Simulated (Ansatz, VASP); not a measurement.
# In3GaAs4 (ordered alloy, x = 0.25, built in the cubic cell of 8 atoms (invented)) in two plane-wave programs

Aim: how closely do two programs agree when they are given the same cell, functional and k mesh? The cell is generated by rule, not measured, and may not be a known phase. The cell is taken from a series of runs on this material, whose earlier steps may have relaxed, scaled, displaced or heated it; both programs get it as it stands.

Calculated with Ansatz 0.2.0; plane waves, with VASP 6.6.1 beside it; r2SCAN.

## Step 1: The structure

The structure is cubic, space group P-43m (No. 215). The conventional cell has a = 5.998 Å, b = 5.998 Å, c = 5.998 Å, α = 90.00°, β = 90.00°, γ = 90.00°. Nearest to Ga lie 4 As at 2.49 Å. In has 4 As at 2.64 Å nearest. Nearest to As lie 1 Ga at 2.49 Å and 3 In at 2.64 Å. Farther neighbours are not listed.

## Step 2: Ansatz: relaxation of cell and atoms, r2SCAN

Ansatz runs on its PAW soft_1 files.

The relaxed volume is the usual yardstick between codes: in a stiff, nearly cubic crystal its relative difference is about their pressure difference at one cell divided by the bulk modulus.

The input, input.yaml:

```yaml
crystal:
  lattice:
    - [5.9978410202, 0.0, 0.0]
    - [0.0, 5.9978410202, 0.0]
    - [0.0, 0.0, 5.9978410202]
  atoms:
    - { symbol: Ga, position: [0.0, 0.0, 0.0] }
    - { symbol: In, position: [0.0, 0.5, 0.5] }
    - { symbol: In, position: [0.5, 0.0, 0.5] }
    - { symbol: In, position: [0.5, 0.5, 0.0] }
    - { symbol: As, position: [0.2395412728, 0.2395412728, 0.2395412728] }
    - { symbol: As, position: [0.2395412728, 0.7604587272, 0.7604587272] }
    - { symbol: As, position: [0.7604587272, 0.2395412728, 0.7604587272] }
    - { symbol: As, position: [0.7604587272, 0.7604587272, 0.2395412728] }
kpoints:
  mp_grid: { grid: [6, 6, 6] }
hamiltonian:
  xc: r2scan
  pseudopotentials: { kind: paw, azcp: { folder: soft_1 } }
scf:
  occupations: { method: gaussian, width: 0.01 }
output:
  forces: true
  stress: true
  eigenvalues: true
relax:
  adjacent_minimum: "off"
  f_tol: 0.001
  max_steps: 60
  cell: { stress_tol: 0.01 }
```

Launch:

```bash
$ ansatz run input.yaml --threads 4 --pin off --max-ram 9216MiB --backend cpu --events-out ev --progress --plain --runs-dir out
```

Numbers of over 12 decimals in the logs are rounded to 6 here.

Output:

```text
Engine: ansatz 0.2.0, x86_64-unknown-linux-gnu
Pseudopotentials: kind: paw
Pseudopotential: Ga, paw, valence charge 13, recommended cutoff 500 eV (meta_gga), soft_1/Ga.paw.azcp
Pseudopotential: In, paw, valence charge 13, recommended cutoff 500 eV (meta_gga), soft_1/In.paw.azcp
Pseudopotential: As, paw, valence charge 15, recommended cutoff 500 eV (meta_gga), soft_1/As.paw.azcp
Functional definition: r2SCAN
  parameter k0 = 0.174
  parameter k1 = 0.065
  parameter a1 = 4.9479
  exchange = r2scan_x(k0 = k0, k1 = k1, a1 = a1)
  correlation = r2scan_c
Crystal: 8 atoms, lattice volume = 215.767 Å³
Basis set: ecut = 500 eV, 5449 PW (Γ), exchange–correlation on 180×180×180 points (64 copies of the dense FFT grid, shifted against one another)
Bands: 68, of which v1, the nominal top of the filled ones, is band 56 counted from 1 (55 counted from 0)
Symmetry: 24 space group operations
Space group: P-43m (ITA 215), of the structure as read, at distance tolerance 6.0e-5 Å
k-points: 20 of 216 (time reversal used)
Non-local potential: Ga, projectors of the file, l = 0: 2, l = 1: 2, l = 2: 3, l = 3: 1
Non-local potential: In, projectors of the file, l = 0: 2, l = 1: 2, l = 2: 2, l = 3: 1
Non-local potential: As, projectors of the file, l = 0: 2, l = 1: 2, l = 2: 3, l = 3: 1
PAW form: soft (Blöchl's): semilocal exchange-correlation on the pseudo side does not see the compensation charge
PAW frozen core: Ga, regenerated for the run's functional (the file was generated under x = pbe(κ = 0.804, μ = 0.219515), c = pbe(β = 0.066725))
PAW frozen core: In, regenerated for the run's functional (the file was generated under x = pbe(κ = 0.804, μ = 0.219515), c = pbe(β = 0.066725))
PAW frozen core: As, regenerated for the run's functional (the file was generated under x = pbe(κ = 0.804, μ = 0.219515), c = pbe(β = 0.066725))
PAW one-centre angular grid: Ga, 590 points (default); XC on 160 Gauss nodes
PAW one-centre angular grid: In, 590 points (default); XC on 160 Gauss nodes
PAW one-centre angular grid: As, 590 points (default); XC on 160 Gauss nodes
Initial density: superposition of atomic densities (chi_scale 0.1, normalization cell, long waves kept (reshape's long-wave potential 0.01 eV rms))
Initial wavefunctions: pseudopotential atomic-orbital guess
Functional: x = r2scan, c = r2scan; τ floored in thin density (d = 2e-4 eV/Å³)
iter 1 solved again at ethr=1.72e-3 eV; its pass at ethr=3.10e-3 eV (dr2=1.92e0 eV) is discarded
SCF iter   1: F=—  HF=-40087.355272 eV  |F-HF|=—  |Δ(HF+E_count)|=         —  Δρ=3.58e-2  dr2=1.92e0  dr2_τ=3.85e-2  ethr=1.72e-3  ⟨swp⟩=1.5  Hψ=6874  notcnv=0
preconditioner: auto → Resta (q_TF=auto, 2.446 Å⁻¹)  ε∞=3.1  [insulator: Δε(μ)=0.116 eV  Ē_g=14.907 eV  σ=0.010 eV  W_gap=1.00  n_scr=56 (ndim 8)  ℏωp=21.5 eV  f_vac=0.010  D(μ)=0.00/eV (n_scr^D=0)  ε∞_Penn≈3.1]
SCF iter   2: F=—  HF=-40087.382955 eV  |F-HF|=—  |Δ(HF+E_count)|=   2.77e-2  Δρ=2.03e-2  dr2=6.61e-1  dr2_τ=4.27e-3  ethr=1.71e-3  ⟨swp⟩=2.4  Hψ=1611  notcnv=0
SCF iter   3: F=—  HF=-40087.407957 eV  |F-HF|=—  |Δ(HF+E_count)|=   2.50e-2  Δρ=2.84e-3  dr2=2.28e-2  dr2_τ=3.97e-4  ethr=5.90e-4  ⟨swp⟩=4.0  Hψ=2892  notcnv=0
SCF iter   4: F=—  HF=-40087.393020 eV  |F-HF|=—  |Δ(HF+E_count)|=   1.49e-2  Δρ=1.65e-3  dr2=5.26e-3  dr2_τ=5.46e-5  ethr=2.04e-5  ⟨swp⟩=3.3  Hψ=2962  notcnv=0
SCF iter   5: F=—  HF=-40087.395133 eV  |F-HF|=—  |Δ(HF+E_count)|=   2.11e-3  Δρ=4.69e-4  dr2=4.53e-4  dr2_τ=1.08e-5  ethr=4.70e-6  ⟨swp⟩=3.0  Hψ=2467  notcnv=0  defer=5
SCF iter   6: F=—  HF=-40087.394633 eV  |F-HF|=—  |Δ(HF+E_count)|=   5.00e-4  Δρ=1.34e-4  dr2=3.82e-5  dr2_τ=1.36e-6  ethr=4.05e-7  ⟨swp⟩=2.0  Hψ=2695  notcnv=0  defer=5
SCF iter   7: F=—  HF=-40087.394635 eV  |F-HF|=—  |Δ(HF+E_count)|=   2.25e-6  Δρ=5.70e-5  dr2=5.93e-6  dr2_τ=1.01e-7  ethr=3.41e-8  ⟨swp⟩=2.0  Hψ=2071  notcnv=0  defer=5
SCF iter   8: F=—  HF=-40087.394641 eV  |F-HF|=—  |Δ(HF+E_count)|=   5.94e-6  Δρ=1.38e-5  dr2=3.25e-7  dr2_τ=6.35e-9  ethr=5.29e-9  ⟨swp⟩=2.0  Hψ=2071  notcnv=0  defer=5
SCF iter   9: F=-40087.394641 eV  HF=-40087.394641 eV  |F-HF|=4.74e-9  |Δ(HF+E_count)|=   1.23e-7  Δρ=2.96e-6  dr2=2.40e-8  dr2_τ=6.22e-10  ethr=8.93e-11  ⟨swp⟩=6.4  Hψ=5419  notcnv=0
SCF 1 converged in 9 iterations: F = -40087.394641 eV  dr2 = 2.40e-8
  greatest PAW one-centre occupation: 0.999 electrons in one spin orbital (limit 2), on the As atom at site 4 (counted from 0), in its partial waves of l = 2
relax step   1: F+E_penalty+E_count = -40087.39464125 eV  Δ(F+E_penalty+E_count) = +0.000e0 eV  max|allowed force component| = 1.551e-3 eV/Å  Δτ_max = 0.0000 Å  P = -0.007 GPa  Ω = 215.767 Å³  (9 SCF iters, dr2 threshold 1.00e-7 eV, accepted)
[...]
relax step   2: F+E_penalty+E_count = -40087.39464678 eV  Δ(F+E_penalty+E_count) = -5.536e-6 eV  max|allowed force component| = 8.830e-4 eV/Å  Δτ_max = 0.0004 Å  P = +0.007 GPa  Ω = 215.722 Å³  energy of the carried Pulay correction = +4.735e-6 eV  (6 SCF iters, dr2 threshold 1.50e-10 eV, accepted)
[...]
relax step   3: F+E_penalty+E_count = -40087.39463945 eV  Δ(F+E_penalty+E_count) = +7.328e-6 eV  max|allowed force component| = 8.836e-4 eV/Å  Δτ_max = 0.0000 Å  P = +0.007 GPa  Ω = 215.722 Å³  stress off target by 7.07e-3 GPa  SCF on the basis re-selected at this cell (its energy is not comparable with the rows above)  (6 SCF iters)
basis re-selected at this cell: Δ(F+E_penalty+E_count) = +7.328e-6 eV, ΔP = -0.000 GPa vs the last step (what re-selecting the basis moved, of the pressure what is left beyond the Pulay correction that the steps carried, after the strain that the cell walked since its last selection, with what the two solves' SCF thresholds leave and, on support functions, any second-order correction that the steps lacked; it is no m [...]
SCF converged after 6 iterations
Free energy (F): -40087.394639 eV
Harris-Foulkes:  -40087.394639 eV  (|F-HF|=1.46e-11)
Internal energy: -40087.394639 eV  (E = F + TS)
E sigma→0 (E₀):  -40087.394639 eV
Fermi energy:    7.302718 eV
--- Per-component energies (eV) ---
  E_band       = -1372.848675
  E_kinetic    = 1156.239728
  E_local      = -14289.300601  (includes V_loc(G=0)·N_el)
  E_nonlocal   = -681.360546
  E_hartree    = 7418.444690
  E_xc         = -715.448799
  E_vxc        = -653.190404  (∫ρ·V_xc dr)
  E_paw        = -22813.965654  (= ΣΔE_a)
  E_vpaw       = -1781.162185  (= ΣTr[D̂ρ^β])
  E_aug_tail   = -0.000105  (compensation charges beyond the density's cutoff)
  E_vtau       = 39.036042  (kinetic-family band-sum trace: ∫τ·v_τ [+ j·A + Jᵃ·Aᵃ] dr)
  E_ewald      = -10158.417359
  E_core_change = -3.585994  (= ΣΔE_core)
  E_smearing   = -0.000000  (= −TS)
  E_closure    = 0.000000  (closes the sum)
  Σ components = -40087.394639   (vs F -40087.394639, Δ=0.00e0)
--- Forces (eV/Å), atoms counted from 1 ---
  atom   1  Ga     0.00000000     0.00000000     0.00000000
  atom   2  In     0.00000000    -0.00000000    -0.00000000
  atom   3  In    -0.00000000    -0.00000000    -0.00000000
  atom   4  In    -0.00000000    -0.00000000    -0.00000000
  atom   5  As    -0.00088362    -0.00088362    -0.00088362
  atom   6  As    -0.00088362     0.00088362     0.00088362
  atom   7  As     0.00088362    -0.00088362     0.00088362
  atom   8  As     0.00088362     0.00088362    -0.00088362
  max |Σ_I F_I| component: 8.34e-17 eV/Å
--- Stress (GPa, compression-positive) ---
        0.007071       0.000000       0.000000
        0.000000       0.007071       0.000000
        0.000000      -0.000000       0.007071
  P = ⅓ Tr σ = 0.0071 GPa (0.071 kbar)
--- Band table (eV; the first three rows and the last of 20) ---
  k-point 0: bands = [... 52 lower, 4.9110, 7.1976, 7.1976, 7.1976, 7.4074, 9.0788, 9.0788, 9.0788, ... 8 higher]
  k-point 1: bands = [... 52 lower, 4.9560, 5.9866, 6.9504, 6.9504, 8.6073, 9.1074, 9.5072, 9.5072, ... 8 higher]
  k-point 2: bands = [... 52 lower, 5.2425, 5.2425, 6.3904, 6.3904, 9.2991, 9.6684, 10.1125, 10.4659, ... 8 higher]
  k-point 19: bands = [... 52 lower, 6.2917, 6.2917, 6.4093, 6.4093, 8.0635, 8.5782, 8.5782, 8.5782, ... 8 higher]
--- Relaxed structure (2 steps of the walk, 2 accepted, 1 SCFs on fresh bases) ---
  F+E_penalty+E_count = -40087.39463945 eV   max|allowed force component| = 8.836e-4 eV/Å   (the final SCF, on the basis selected at the relaxed cell)
  cell:  # Å, volume = 215.7218 Å³
    - [5.997423, 0, 0]
    - [0, 5.997423, 0]
    - [0, 0, 5.997423]
  atoms:
    - { symbol: Ga, position: [0, 0, 0] }
    - { symbol: In, position: [0, 0.5, 0.5] }
    - { symbol: In, position: [0.5, 0, 0.5] }
    - { symbol: In, position: [0.5, 0.5, 0] }
    - { symbol: As, position: [0.239577, 0.239577, 0.239577] }
    - { symbol: As, position: [0.239577, 0.760423, 0.760423] }
    - { symbol: As, position: [0.760423, 0.239577, 0.760423] }
    - { symbol: As, position: [0.760423, 0.760423, 0.239577] }
```

[end of part 1 of 2]

[Lines on the potential files, build, host, timing and source positions are cut from VASP's logs without a mark.]

[Logs are printed without paths, hosts, clocks, repeated set-up lines and the standing remarks that a program may print on its own settings, such as how far it seeks lower states.]

[Hosts, paths, dates, database ids (printed as entryN), source tags and the programs' standing remarks are cut or masked in the printed files.]
